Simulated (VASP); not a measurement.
Write the native input for VASP 6.6.1 that does the following.

| Item | Value |
| --- | --- |
| Task | single point |
| Functional | PBE |
| Potentials or basis | VASP PAW PBE potentials, release 64 (Sn_d, O) |
| Cutoff | 520 eV |
| k mesh | 2 × 2 × 2, shifted |
| Occupations | fermi-dirac, width 0.1551 eV |
| Spin | no spin polarisation |
| Dipole correction | no |
| Further INCAR settings | LREAL = Auto; ALGO = Fast; EDIFF = 1e-06; NBANDS = 93 |

The structure of SnO2 lies in POSCAR:

```
SnO2
1.0
    4.8819102722      0.0000000000     -3.3044611570
    0.0000000000      4.9620294086     -3.3044611570
    4.8819102722      4.9620294086      3.3044611570
Sn O
6 12
Direct
   -0.0021792760     -0.0004561865      0.4958688085
    0.6580192969      0.6584666538      0.8372689393
    0.3411267228      0.3325515479      0.1601676197
    0.0121998133     -0.0192620291     -0.0012213240
    0.6495566321      0.6922215893      0.3399601207
    0.3384502486      0.3245031196      0.6622727732
    0.0718251550      0.1203185541      0.2098594568
    0.8225591344      0.7245318730      0.5459922374
    0.3807880455      0.4622664391      0.8851493961
    0.2925732108      0.7132227426      0.4746049615
    0.9753667224      0.3584504274      0.8576759803
    0.6447848374      0.0361114478      0.1940816660
    0.6662233638      0.3230177547      0.5034263597
    0.3707833526      0.9775053341      0.8035139369
    0.0485689752      0.6721445201      0.1853802243
    0.2063356003      0.2527218334      0.4641802054
    0.9169029181      0.8948733480      0.7888615338
    0.6242622975      0.5536903638      0.1294404121
```

The cell comes from a database or a generator and needn't be the stable form of this composition.

The input as run:

INCAR

```
SYSTEM = SnO2
PREC = Accurate ; ENCUT = 520
EDIFF = 1E-6 ; ISMEAR = -1
SIGMA = 0.1551 ; LREAL = Auto
LASPH = .True. ; NELM = 100
ALGO = Fast ; ISIF = 2
LWAVE = .False. ; LCHARG = .True.
GGA = PE ; LELF = .True.
LVHAR = .True. ; NBANDS = 93
```

KPOINTS

```
Automatic mesh
0
Gamma
  2 2 2
  0.5 0.5 0.5
```

Potentials or basis: VASP PAW PBE potentials, release 64 (Sn_d, O).

Run with:

```bash
$ cat potpaw_PBE.64/Sn_d/POTCAR potpaw_PBE.64/O/POTCAR > POTCAR
$ mpirun -np 1 vasp_std > vasp.out
```

Results of the run:

```yaml
Pressure: -6.4 GPa
Largest_force: 2.846 eV/Å
Band_gap_on_the_k_mesh: 1.69 eV, direct
```

Caveat: the k mesh is coarse (spacing up to 0.57 Å⁻¹), so the values aren't converged; spin-orbit coupling is left out, which moves the levels of the heavy elements; forces of over 1 eV/Å show positions far from the minimum, so gaps and moduli don't describe the material at rest.

Wall time 3.3 min on 1 thread of Intel(R) Xeon(R) Platinum 8488C (Sapphire Rapids), with other jobs on the host, peak memory 0.36 GiB.
